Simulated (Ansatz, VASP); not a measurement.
Two plane-wave programs on KCl

Contents of INCAR:

```
ALGO = Normal
EDIFF = 1E-6
ENCUT = 520
GGA = PE
ISIF = 2
ISMEAR = 0
LASPH = T
LCHARG = F
LREAL = F
LWAVE = F
NBANDS = 24
NELM = 100
PREC = Accurate
SIGMA = 0.02
```

Contents of KPOINTS:

```
k-points
0
Gamma
  6 6 4
```

The input POSCAR:

```
KCl
1.0
    4.5114174587      0.0000000000      0.0000000000
   -2.2557087294      3.9070021264      0.0000000000
    0.0000000000      0.0000000000      7.3071765218
K Cl
2 2
Direct
    0.6666666700      0.3333333300      0.8760170000
    0.3333333300      0.6666666700      0.3760170000
    0.6666666700      0.3333333300      0.4989840000
    0.3333333300      0.6666666700      0.9989840000
```

Input for Ansatz:

```yaml
crystal:
  lattice:
    - [4.5114174587, 0.0, 0.0]
    - [-2.2557087294, 3.9070021264, 0.0]
    - [0.0, 0.0, 7.3071765218]
  atoms:
    - { symbol: K, position: [0.66666667, 0.33333333, 0.876017] }
    - { symbol: K, position: [0.33333333, 0.66666667, 0.376017] }
    - { symbol: Cl, position: [0.66666667, 0.33333333, 0.498984] }
    - { symbol: Cl, position: [0.33333333, 0.66666667, 0.998984] }
basis:
  ecutwfc: 420
kpoints:
  mp_grid: { grid: [6, 6, 4] }
hamiltonian:
  xc: pbe
scf:
  occupations: { method: gaussian, width: 0.02 }
output:
  forces: true
  stress: true
  eigenvalues: true
  populations: true
```

Alike in both runs: task single point; functional PBE; k mesh 6 × 6 × 4; occupations gaussian, width 0.02 eV; no spin polarisation.

```csv
,VASP,Ansatz
version,VASP 6.6.1,Ansatz 0.2.0
potentials or method,"VASP PAW PBE potentials, release 64 (K_sv, Cl)","scalar-relativistic, plane waves, PAW"
plane-wave cutoff (eV),520,420
valence electrons in the cell,32,32
```

|  | VASP | Ansatz | Ansatz less VASP |
| --- | --- | --- | --- |
| gap on the k mesh at the Fermi level (eV) | 5.37 | 5.37 | +0.002 |
| least direct gap on the mesh (eV) | 5.48 | 5.49 | +0.003 |
| pressure (GPa) | 7.4 | 7.3 | -0.12 |
| largest component of the traceless stress (GPa) | 0.28 | 0.27 | -0.002 |
| rms of the force components (eV/Å) | 0.025 | 0.025 | -0.0002 |

Atom by atom the forces differ by 0.000 eV/Å (rms over components). With one functional, cell and mesh, what is left measures potentials, basis and numerics.

A k mesh can miss the band edges.
